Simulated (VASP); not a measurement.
# SrO (P6_3mc) in VASP: single point with LDA

Aim: the single point of SrO with LDA.

Program: VASP 6.6.1. These are calculated values, not measurements. Logs are shortened: lines on timing, memory, paths and dates and some standing lists are left out, and cuts for length are marked.

**1. The structure**

It takes space group P6_3mc (No. 186, hexagonal). The conventional cell has a = 4.275 Å, b = 4.275 Å, c = 5.156 Å, α = 90.00°, β = 90.00°, γ = 120.00°. Sr (site symmetry 3m) has 5 O at 2.47 to 2.58 Å as nearest neighbours. Around O (site symmetry 3m) lie 5 Sr at 2.47 to 2.58 Å.

Measurements of this composition are mostly on another form, of space group No. 225.

**2. Single point, LDA**

Input file INCAR:

```
PREC = Accurate ; ENCUT = 520
EDIFF = 1E-7 ; ISMEAR = 0
SIGMA = 0.1 ; LREAL = F
LASPH = T ; NELM = 80
ALGO = Fast ; ISIF = 2
LWAVE = F ; LCHARG = F
GGA = CA ; NBANDS = 24
```

Input file KPOINTS:

```
Automatic mesh
0
Gamma
  6 6 4
```

Input file POSCAR:

```
SrO
1.0
    4.2754662656      0.0000000000      0.0000000000
   -2.1377331328      3.7026623990      0.0000000000
    0.0000000000      0.0000000000      5.1555949900
Sr O
2 2
Direct
    0.3333333300      0.6666666700      0.9381277000
    0.6666666700      0.3333333300      0.4381277000
    0.3333333300      0.6666666700      0.4368723000
    0.6666666700      0.3333333300      0.9368723000
```

Potentials or basis: VASP PAW LDA potentials, release 64 (Sr_sv, O).

Run with:

```sh
> cat potpaw_LDA.64/Sr_sv/POTCAR potpaw_LDA.64/O/POTCAR > POTCAR
> mpirun -np 1 vasp_std > vasp.out
```

OUTCAR:

```text
PREC = Accurate
   ENCUT = 520
   EDIFF = 1E-7
   ISMEAR = 0
   LREAL = F
   LASPH = T
   NELM = 80
   ISIF = 2
   GGA = CA

 ion  position               nearest neighbor table
   1  0.333  0.667  0.938-   4 2.47   4 2.47   4 2.47   3 2.57   3 2.58   2 3.57   2 3.57   2 3.57
                             2 3.57   2 3.57   2 3.57
   2  0.667  0.333  0.438-   3 2.47   3 2.47   3 2.47   4 2.57   4 2.58   1 3.57   1 3.57   1 3.57
                             1 3.57   1 3.57   1 3.57
   3  0.333  0.667  0.437-   2 2.47   2 2.47   2 2.47   1 2.57   1 2.58
   4  0.667  0.333  0.937-   1 2.47   1 2.47   1 2.47   2 2.57   2 2.58

  LATTYP: Found a hexagonal cell.
 ALAT       =     4.2754662656
 C/A-ratio  =     1.2058556119

  Lattice vectors:

 A1 = (   4.2754662656,   0.0000000000,   0.0000000000)
 A2 = (  -2.1377331328,   3.7026623990,   0.0000000000)
 A3 = (   0.0000000000,   0.0000000000,   5.1555949900)

Analysis of symmetry for initial positions (statically):
=====================================================================
 Subroutine PRICEL returns:
 Original cell was already a primitive cell.

 Routine SETGRP: Setting up the symmetry group for a
 hexagonal supercell.

 Subroutine GETGRP returns: Found 12 space group operations
 (whereof  6 operations were pure point group operations)
 out of a pool of 24 trial point group operations.

The static configuration has the point symmetry C_3v.
 The point group associated with its full space group is C_6v.

Analysis of symmetry for dynamics (positions and initial velocities):
=====================================================================
 Subroutine PRICEL returns:
 Original cell was already a primitive cell.

 Routine SETGRP: Setting up the symmetry group for a
 hexagonal supercell.

 Subroutine GETGRP returns: Found 12 space group operations
 (whereof  6 operations were pure point group operations)
 out of a pool of 24 trial point group operations.

The dynamic configuration has the point symmetry C_3v.
 The point group associated with its full space group is C_6v.

 Subroutine INISYM returns: Found 12 space group operations
 (whereof  6 operations are pure point group operations),
 and found     1 'primitive' translations

----------------------------------------------------------------------------------------
[... 92 lines left out ...]
   NELM   =     80;   NELMIN=  2; NELMDL= -5     # of ELM steps
   EDIFF  = 0.1E-06   stopping-criterion for ELM
   LREAL  =      F    real-space projection
   EDIFFG = 0.1E-05   stopping-criterion for IOM
   NSW    =      0    number of steps for IOM
   IBRION =     -1    ionic relax: 0-MD 1-quasi-New 2-CG
   NFREE  =      0    steps in history (QN), initial steepest desc. (CG)
   ISIF   =      2    stress and relaxation
   ISYM   =      2    0-nonsym 1-usesym 2-fastsym
   POTIM  = 0.5000    time-step for ionic-motion
   TEBEG  =    0.0;   TEEND  =   0.0 temperature during run
   PSTRESS=    0.0 pullay stress
   NELECT =      32.0000    total number of electrons
   NUPDOWN=      -1.0000    fix difference up-down
   EMIN   =  10.00;   EMAX   =-10.00  energy-range for DOS
   EFERMI =   0.00;   METHOD = LEGACY
   ISMEAR =     0;   SIGMA  =   0.10  broadening in eV -4-tet -1-fermi 0-gaus
   EFERMI_NEDOS =   21; number of points for ismear=-14 and -15
   IALGO  =     68    algorithm
   IMIX   =      4    mixing-type and parameters
     AMIX     =   0.40;   BMIX     =  1.00
     AMIX_MAG =   1.60;   BMIX_MAG =  1.00
  volume/ion in A,a.u.               =      20.40       137.69
  Fermi-wavevector in a.u.,A,eV,Ry     =   1.198209  2.264287 19.533960  1.435706
  Thomas-Fermi vector in A             =   2.334104
   LORBIT       =      0    0 simple, 1 ext, 2 COOP (PROOUT), +10 PAW based schemes
   GGA     = CA    functional components
   LHFCALC =     F    Hartree Fock is set to
   AEXX    =    0.0000 exact exchange contribution
   IVDW    =     0    specifies the selected vdW correction
   LEPSILON=     F    determine dielectric tensor
   LRPA    =     F    only Hartree local field effects (RPA)
 non-spin polarized calculation
 RMM-DIIS sequential band-by-band and
 Gauss-broadening in eV      SIGMA  =   0.10
  energy-cutoff  :      520.00
  volume of cell :       81.62
 maximum number of plane-waves:      2220
 NGX is ok and might be reduce to    32
   NGX = 15   NGY = 15   NGZ = 19

 number of electron      32.0000008 magnetization

 Free energy of the ion-electron system (eV)
  ---------------------------------------------------
  ext. energy  EPLUGINS =         0.00000000
  ---------------------------------------------------
  free energy    TOTEN  =       -26.34653346 eV

  energy without entropy =      -26.34653346  energy(sigma->0) =      -26.34653346

 E-fermi :   0.9527     XC(G=0):  -9.4575

 val. band max:        0.4194037043   @ k =   0.0000   0.0000   0.0000
 cond. band min:       2.8663546756   @ k =   0.0000   0.0000   0.0000
 fundamental gap:      2.4469509712
 Fermi energy:         0.9526830906

 k-point     1 :       0.0000    0.0000    0.0000
  band No.  band energies     occupation
      1     -31.7030      2.00000
      2     -31.5303      2.00000
      3     -14.3710      2.00000
      4     -14.2764      2.00000
      5     -14.2660      2.00000
      6     -13.9497      2.00000
[... 556 lines left out ...]
     23       9.6333      0.00000
     24       9.6334      0.00000

------------------------ aborting loop because EDIFF is reached ----------------------------------------

  FORCE on cell =-STRESS in cart. coord.  units (eV):
  Direction    XX          YY          ZZ          XY          YZ          ZX
  --------------------------------------------------------------------------------------
  -------------------------------------------------------------------------------------
  Total       -1.9252601     -1.9252601     -2.1883246     -0.0000000      0.0000000     -0.0000000
  in kB      -37.7940646    -37.7940646    -42.9581867     -0.0000000      0.0000000     -0.0000000
  external PRESSURE =     -39.5154387 kB  Pullay stress =       0.0000000 kB

 VOLUME and BASIS-vectors are now :
 -----------------------------------------------------------------------------
  energy-cutoff  :      520.00
  volume of cell :       81.62
      direct lattice vectors                 reciprocal lattice vectors
     4.275466266  0.000000000  0.000000000     0.233892618  0.135037966  0.000000000
    -2.137733133  3.702662399  0.000000000     0.000000000  0.270075932  0.000000000
     0.000000000  0.000000000  5.155594990     0.000000000  0.000000000  0.193964034

 POSITION                                       TOTAL-FORCE (eV/Angst)
 -----------------------------------------------------------------------------------
     -0.00000      2.46844      4.83661        -0.000000      0.000000     -0.011531
      2.13773      1.23422      2.25881         0.000000     -0.000000     -0.011531
     -0.00000      2.46844      2.25234         0.000000      0.000000      0.011531
      2.13773      1.23422      4.83013        -0.000000     -0.000000      0.011531
 -----------------------------------------------------------------------------------
    total drift:                               -0.000030      0.000017      0.000451

  FREE ENERGIE OF THE ION-ELECTRON SYSTEM (eV)
  ---------------------------------------------------
  free  energy   TOTEN  =       -26.3465334576 eV

  energy  without entropy=      -26.3465334576  energy(sigma->0) =      -26.34653346
```

stdout:

```text
POSCAR found type information on POSCAR SrO
 POSCAR found :  2 types and       4 ions
 scaLAPACK will be used
 LDA part: xc-table for (Slater(with rela. corr.)+CA(PZ))
 , standard interpolation
 POSCAR, INCAR and KPOINTS ok, starting setup
 FFT: planning ... GRIDC
 FFT: planning ... GRID_SOFT
 FFT: planning ... GRID
 WAVECAR not read
 entering main loop
WARNING in EDDRMM: call to ZHEGV failed, returncode =   8  4     11
 num prob  num prob WARNING in EDDRMM: call to ZHEGV failed, returncode =   8  4     15
WARNING in EDDRMM: call to ZHEGV failed, returncode =   6  3     20
 num prob WARNING in EDDRMM: call to ZHEGV failed, returncode =   8  4     13
WARNING in EDDRMM: call to ZHEGV failed, returncode =   8  4     14
 num prob  num prob  num prob  num prob  num prob  num prob  num prob  num prob  num prob  num prob  num prob  num prob  num prob  num prob  num prob RMM:  21    -0.263465333732E+02   -0.20421E-06   -0.19459E-06  1248   0.413E-03    0.930E-04
 num prob  num prob  num prob  num prob WARNING in EDDRMM: call to ZHEGV failed, returncode =   6  3     16
 num prob  num prob  num prob  num prob  num prob  num prob  num prob  num prob  num prob  num prob  num prob RMM:  22    -0.263465334576E+02   -0.84454E-07   -0.78854E-07  1094   0.283E-03
```

Run time: 36 s. Hardware: 1 thread of Intel Xeon Platinum 8559C (Emerald Rapids), shared host; peak memory 0.18 GiB.

Results:

```
Free energy            : -26.3465 eV
Pressure               : -4.0 GPa
Largest force          : 0.012 eV/Å
Band gap on the k mesh : 2.45 eV, direct
```

Forces in eV/Å, atoms in the order of the input:
```
Sr   0.000  0.000 -0.012
Sr   0.000  0.000 -0.012
O    0.000  0.000  0.012
O    0.000  0.000  0.012
```

A hybrid or GW would open this gap; LDA tends to underestimate it.
